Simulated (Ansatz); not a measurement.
TiB2:

```
CELL_PARAMETERS angstrom
3.02920 0.00000 0.00000
-1.51460 2.62336 0.00000
0.00000 0.00000 3.22840
ATOMIC_POSITIONS crystal
Ti 0.00000 0.00000 0.00000
B 0.66667 0.33333 0.50000
B 0.33333 0.66667 0.50000
```

| Quantity | Value |
| --- | --- |
| Program | Ansatz 0.2.0 |
| Task | relaxation of cell and atoms |
| Functional | BLYP |
| Dispersion | D4 |
| Potentials or basis | Ansatz PAW |
| Cutoff | 420 eV (not typed: the program's choice for these potentials) |
| k mesh | 10 × 10 × 8 |
| Occupations | fermi-dirac, width 0.05 eV |
| Spin | no spin polarisation |

At the start: volume 8.55 Å³/atom.

Question: Where does the relaxation end?

Answer: It ends after 8 steps and the volume is 8.27 Å³/atom (-3.3 %); space group P6/mmm (No. 191, to 0.05 Å).

Step by step:
```
step  energy change (eV)  largest force (eV/Å)  volume (Å³)
   1              0.0000                0.0000        25.66
   2             -0.0221                0.0000        25.01
   3             -0.0241                0.0000        24.79
   4             -0.0241                0.0000        24.80
   5             -0.0241                0.0000        24.80
   6             -0.0227                0.0000        24.80
   7             -0.0227                0.0000        24.80
   8             -0.0227                0.0000        24.80
```

Final structure:
```
Ti B
1.0
     2.99786    0.00000    0.00000
    -1.49893    2.59622    0.00000
     0.00000    0.00000    3.18585
Ti B
1 2
Cartesian
  0.0000 0.0000 0.0000
  1.4989 0.8654 1.5929
  0.0000 1.7308 1.5929
```

Caveat: the plane-wave basis is chosen anew once the cell has moved, so the energies of steps on either side of that aren't comparable; the pressure holds a Pulay correction of +0.3 GPa for the finite cutoff; the PAW data sets come from PBE, with cores solved anew for the run's functional, which leaves a small shift of forces and pressure.
